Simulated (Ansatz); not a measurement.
An Ansatz input:

```yaml
crystal:
  lattice:
    - [-2.3900819075, 2.5687080287, 0.7687255535]
    - [2.5687080287, -2.3900819075, 0.7687255535]
    - [1.9001239255, 1.9001239255, -0.4415714853]
  atoms:
    - { symbol: B, position: [0.0670213573, 0.9329786427, 0.0] }
    - { symbol: B, position: [0.6829786427, 0.3170213573, 0.5] }
hamiltonian:
  xc: pbesol
  pseudopotentials:
    kind: paw
    azcp:
      B: "pseudopotentials/B.paw.azcp"
basis:
  ecutwfc: 420
  fft_grid_basis: typed
kpoints:
  mp_grid: { grid: [22, 22, 12], shift: [0, 0, 0] }
magnetization:
  spin_polarized: false
scf:
  occupations: { method: fermi_dirac, width: 0.1 }
  lower_state_search: "off"
output:
  stress: true
  write_density: true
  write_potential: true
  elf: true
  volumetric_format: npy
```

Terminal output

```
Warning: 4 symmetry operations that the atoms keep within the bar at which the run's group was sought (crystal.symmetry.tolerance 1.0e-5, or twice it) were not taken beside the 4 unitary ones that the detection took (of a slab, those that keep its plane). If the more symmetric cell is meant, write the vectors of crystal.lattice to more decimals, or, with the positions in fractional coordinates, give it by lengths and angles (which lays the cell in the standard orientation, to which the deck's other Cartesian keys then refer), with the lengths that are meant to be equal typed equal, the angles likewise, and each angle that the symmetry fixes typed at its exact value (of a frozen-density pass: in the run whose state it reads). The detection then takes those 4 too, where the atoms keep them as a group. The lattice (crystal.lattice as typed, or as saved on a frozen-density pass laid at its state's geometry) misses each of them by more than the tolerance, the farthest off changing a squared length by the fraction 3.3e-5. The run does not impose them: its cell is that one, or, where this deck is also told that its lattice was moved onto its group, that cell laid onto the operations that were taken. If the cell is strained on purpose, what lies past the tolerance is rightly left out.
Warning: the record states the generating functional pbe (its physics header spells it `PBE`), which answers neither for hamiltonian.xc's functional nor for the pbesol family's — results may be inconsistent (PPs are generated against a specific XC)
Engine: ansatz 0.2.0, aarch64-unknown-linux-gnu
Pseudopotentials: kind: paw
Pseudopotential: B, paw, valence charge 3, recommended cutoff 420 eV (normal) 
Functional definition: PBEsol
  exchange = pbesol_x
  correlation = pbesol_c
Crystal: 2 atoms, lattice volume = 14.877 Å³
Basis set: ecut = 420 eV, 293 PW (Γ)
Bands: 7, of which v1, the nominal top of the filled ones, is band 3 counted from 1 (2 counted from 0)
Symmetry: 4 space group operations
Space group: C2/c (ITA 15), of the structure as read, at distance tolerance 2.5e-5 Å
k-points: 1531 of 5808
Non-local potential: B, projectors of the file, l = 0: 2, l = 1: 2, l = 2: 1
PAW form: soft (Blöchl's): semilocal exchange-correlation on the pseudo side does not see the compensation charge
PAW frozen core: B, regenerated for the run's functional, and the local potential with it (the file was generated under x = pbe(κ = 0.804, μ = 0.2195149727645171), c = pbe(β = 0.06672455060314922))
PAW one-centre angular grid: B, 110 points (default); XC on 64 Gauss nodes
Initial density: superposition of atomic densities (neutral atoms: chi_scale 0, normalization atom), corrected by the library's trained network
Initial wavefunctions: pseudopotential atomic-orbital guess
Functional: x = pbesol(κ = 0.804, μ = 0.12345679012345678), c = pbesol(β = 0.046)
SCF iter   1: F=—  HF=-304.180345 eV  |F-HF|=—  |Δ(HF+E_count)|=         —  Δρ=1.56e-2  dr2=6.49e-2  ethr=1.77e-3  ⟨swp⟩=4.6  Hψ=75650  notcnv=0
SCF iter   2: F=—  HF=-304.166076 eV  |F-HF|=—  |Δ(HF+E_count)|=   1.43e-2  Δρ=9.89e-3  dr2=3.02e-2  ethr=1.08e-3  ⟨swp⟩=1.0  Hψ=22965  notcnv=0
SCF iter   3: F=—  HF=-304.152929 eV  |F-HF|=—  |Δ(HF+E_count)|=   1.31e-2  Δρ=1.10e-3  dr2=1.46e-4  ethr=5.04e-4  ⟨swp⟩=2.4  Hψ=19460  notcnv=0
SCF iter   4: F=—  HF=-304.152971 eV  |F-HF|=—  |Δ(HF+E_count)|=   4.20e-5  Δρ=1.31e-4  dr2=3.05e-6  ethr=2.44e-6  ⟨swp⟩=2.2  Hψ=16445  notcnv=0
SCF iter   5: F=—  HF=-304.152970 eV  |F-HF|=—  |Δ(HF+E_count)|=   1.01e-6  Δρ=1.03e-5  dr2=6.76e-9  ethr=5.08e-8  ⟨swp⟩=2.4  Hψ=13931  notcnv=0  defer=88
SCF iter   6: F=-304.152970 eV  HF=-304.152970 eV  |F-HF|=1.73e-11  |Δ(HF+E_count)|=   3.36e-9  Δρ=5.81e-7  dr2=3.63e-11  ethr=1.13e-10  ⟨swp⟩=5.6  Hψ=54836  notcnv=0
SCF 1 converged in 6 iterations: F = -304.152970 eV  dr2 = 3.63e-11
SCF converged after 6 iterations
Free energy (F): -304.152970 eV
Harris-Foulkes:  -304.152970 eV  (|F-HF|=1.73e-11)
Internal energy: -304.143729 eV  (E = F + TS)
E sigma→0 (E₀):  -304.148349 eV
Entropy (-TS):   -0.009241 eV (-4.621 meV/atom)
Fermi energy:    9.152868 eV
--- Per-component energies (eV) ---
  E_band       = 8.084665
  E_kinetic    = 104.301789
  E_local      = -90.608662  (includes V_loc(G=0)·N_el)
  E_nonlocal   = 24.055217
  E_hartree    = 27.141021
  E_xc         = -65.529794
  E_vxc        = -78.147367  (∫ρ·V_xc dr)
  E_paw        = -151.352452  (= ΣΔE_a)
  E_vpaw       = -5.798390  (= ΣTr[D̂ρ^β])
  E_aug_tail   = -0.000007  (compensation charges beyond the density's cutoff)
  E_ewald      = -152.180262
  E_core_change = 0.029422  (= ΣΔE_core)
  E_smearing   = -0.009241  (= −TS)
  E_closure    = 0.000000  (closes the sum)
  Σ components = -304.152970   (vs F -304.152970, Δ=0.00e0)
--- Stress (GPa, compression-positive) ---
       17.931199       9.800001       3.535502
        9.800001      17.931199       3.535502
        3.535503       3.535503      57.307079
  P = ⅓ Tr σ = 31.0565 GPa (310.565 kbar)
--- Band table (eV; the first three rows and the last of 1531) ---
  k-point 0: bands = ["-8.1226", "3.3989", "3.4770", "6.0360", "13.0852", "18.7760", "23.1888"]
  k-point 1: bands = ["-8.0210", "2.7847", "3.6058", "6.1060", "13.8785", "17.9956", "24.0617"]
  k-point 2: bands = ["-7.7164", "1.4349", "3.8804", "6.2956", "15.8627", "16.5552", "21.8574"]
  k-point 1530: bands = ["-4.0744", "-4.0744", "3.8703", "3.8703", "21.0228", "21.0228", "25.6685"]
```
